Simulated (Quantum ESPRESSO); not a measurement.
CoO: equation of state with PBE

The system is CoO.

```xyz
2
Lattice="0.0000 2.1315 2.1315 2.1315 0.0000 2.1315 2.1315 2.1315 0.0000" Properties=species:S:1:pos:R:3 pbc="T T T"
Co    0.0000    0.0000    0.0000
O     2.1315    2.1315    2.1315
```

| Item | Value |
| --- | --- |
| Program | Quantum ESPRESSO 7.5 |
| Task | equation of state |
| Functional | PBE |
| Potentials or basis | SSSP 1.3 efficiency PBE |
| Cutoff | 748 eV |
| Density cutoff | 5987 eV |
| k mesh | 11 × 11 × 11 |
| Occupations | fermi-dirac, width 0.05 eV |
| Spin | collinear spin, ferromagnetic start |
| Starting moments | [2.0, 0.0] μB |

```
Equilibrium volume                      : 9.60 Å³/atom
Bulk modulus                            : 180 GPa
Pressure derivative of the bulk modulus : 3.0 (rough: it moves with the points fitted)
```

Energy against volume, from the lowest point:
| volume (Å³/atom) | energy (meV/atom) |
| --- | --- |
| 9.103 | 14.99 |
| 9.297 | 5.20 |
| 9.490 | 0.28 |
| 9.684 | 0.00 |
| 9.878 | 4.01 |
| 10.071 | 11.91 |
| 10.265 | 23.35 |

All runs of the series together: 6.4 min on 1 thread of Arm Neoverse V2, with other jobs on the host.
